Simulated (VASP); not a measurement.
Ag:

```
CELL_PARAMETERS angstrom
0.00000 2.04275 2.04275
2.04275 0.00000 2.04275
2.04275 2.04275 0.00000
ATOMIC_POSITIONS crystal
Ag 0.00000 0.00000 0.00000
```

| Property | Result |
| --- | --- |
| Program | VASP 6.6.1 |
| Task | relaxation of cell and atoms |
| Functional | LDA |
| Potentials or basis | VASP PAW LDA potentials, release 64 (Ag) |
| Cutoff | 600 eV |
| k mesh | 11 × 11 × 11 |
| Occupations | fermi-dirac, width 0.05 eV |
| Spin | no spin polarisation |

At the start: pressure -7.5 GPa; volume 17.05 Å³/atom.

Q: Where does the relaxation end?

A: Over 3 steps the energy falls by 26.4 meV/atom and the volume is 16.00 Å³/atom (-6.1 %); space group Fm-3m (No. 225, to 0.05 Å).

The path:
```tsv
step	energy change (eV)	largest force (eV/Å)	pressure (GPa)	volume (Å³)
1	0.0000	0.0000	-7.46	17.05
2	-0.0052	0.0000	8.68	15.16
3	-0.0264	0.0000	-0.08	16.00
```

Final structure:
```
CELL_PARAMETERS angstrom
0.00000 2.00004 2.00004
2.00004 0.00000 2.00004
2.00004 2.00004 0.00000
ATOMIC_POSITIONS crystal
Ag 0.00000 0.00000 0.00000
```
